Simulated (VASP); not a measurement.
Set up this calculation in VASP 6.6.1, as the native input.

```yaml
Task: band structure
Functional: PBE
Potentials_or_basis: VASP PAW PBE potentials, release 64 (Ca_sv, F)
Cutoff: 600 eV
k_mesh: 10 × 10 × 10
Occupations: gaussian, width 0.02 eV
Spin: no spin polarisation
Further_INCAR_settings: ALGO = Fast; EDIFF = 1e-06
```

The structure of CaF2 lies in POSCAR:

```
CaF2                                    
1.0
    0.0000000000      2.7564989548      2.7564989548
    2.7564989548      0.0000000000      2.7564989548
    2.7564989548      2.7564989548      0.0000000000
  Ca              F             
     1     2
Direct
     0.0000000000000000    0.0000000000000000    0.0000000000000000
     0.7500000000000000    0.7500000000000000    0.7500000000000000
     0.2500000000000000    0.2500000000000000    0.2500000000000000
```

The cell comes from a database or a generator and needn't be the stable form of this composition.

One way to write it, as run:

INCAR

```
SYSTEM = CaF2
  ALGO = Fast
  EDIFF = 1E-6
  ENCUT = 600
  GGA = PE
  ISIF = 2
  ISMEAR = 0
  KPAR = 2
  LASPH = .True.
  LCHARG = .False.
  LREAL = .False.
  LWAVE = .False.
  NELM = 120
  PREC = Accurate
  SIGMA = 0.02
```

KPOINTS

```
k-points
0
Gamma
  10 10 10
  0 0 0
```

KPOINTS_OPT

```
path GXWKGLUWLK,UX
20
line-mode
reciprocal
 0.0000000000  0.0000000000  0.0000000000  G
 0.5000000000  0.0000000000  0.5000000000  X

 0.5000000000  0.0000000000  0.5000000000  X
 0.5000000000  0.2500000000  0.7500000000  W

 0.5000000000  0.2500000000  0.7500000000  W
 0.3750000000  0.3750000000  0.7500000000  K

 0.3750000000  0.3750000000  0.7500000000  K
 0.0000000000  0.0000000000  0.0000000000  G

 0.0000000000  0.0000000000  0.0000000000  G
 0.5000000000  0.5000000000  0.5000000000  L

 0.5000000000  0.5000000000  0.5000000000  L
 0.6250000000  0.2500000000  0.6250000000  U

 0.6250000000  0.2500000000  0.6250000000  U
 0.5000000000  0.2500000000  0.7500000000  W

 0.5000000000  0.2500000000  0.7500000000  W
 0.5000000000  0.5000000000  0.5000000000  L

 0.5000000000  0.5000000000  0.5000000000  L
 0.3750000000  0.3750000000  0.7500000000  K

 0.6250000000  0.2500000000  0.6250000000  U
 0.5000000000  0.0000000000  0.5000000000  X
```

Potentials or basis: VASP PAW PBE potentials, release 64 (Ca_sv, F).

Launch:

```console
$ cat potpaw_PBE.64/Ca_sv/POTCAR potpaw_PBE.64/F/POTCAR > POTCAR
$ mpirun -np 2 vasp_std > vasp.out
```

It gave:

The pressure is 0.0 GPa, the band gap on the k mesh is 7.12 eV, indirect (least direct gap 7.37 eV) and the band gap along the path is 7.12 eV, indirect (least direct gap 7.37 eV).

Wall time 46 s on 2 MPI ranks on Intel(R) Xeon(R) Platinum 8375C CPU @ 2.90GHz (Ice Lake) (shared host), peak memory 0.21 GiB a rank.
